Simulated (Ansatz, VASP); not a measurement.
MgO in VASP and in Ansatz

```
Mg O
1.0
    -3.31509    0.00000    0.00000
     0.00000    0.00000   -5.11813
     0.00000   -5.74190    0.00000
Mg O
4 4
Direct
  0.50000 0.99382 0.16667
  0.00000 0.99382 0.66667
  0.00000 0.49382 0.33333
  0.50000 0.49382 0.83333
  0.50000 0.60158 0.16667
  0.00000 0.60158 0.66667
  0.00000 0.10158 0.33333
  0.50000 0.10158 0.83333
```

Alike in both runs: task single point; functional PBE; k mesh 8 × 6 × 4; occupations gaussian, width 0.05 eV; no spin polarisation.

```csv
,VASP,Ansatz
version,VASP 6.6.1,Ansatz 0.2.0
potentials or method,"VASP PAW PBE potentials, release 64 (Mg, O)","scalar-relativistic, plane waves, PAW"
plane-wave cutoff (eV),520,420
valence electrons in the cell,32,64
```

|  | VASP | Ansatz | Ansatz less VASP |
| --- | --- | --- | --- |
| gap on the k mesh at the Fermi level (eV) | 3.39 | 3.41 | +0.018 |
| least direct gap on the mesh (eV) | 3.39 | 3.41 | +0.018 |
| pressure (GPa) | -0.4 | 0.0 | +0.40 |

The functional is the same, so the differences come from potentials, cutoffs and numerics. The two sets of potentials don't hold the same shells in valence.

A k mesh can miss the band edges.
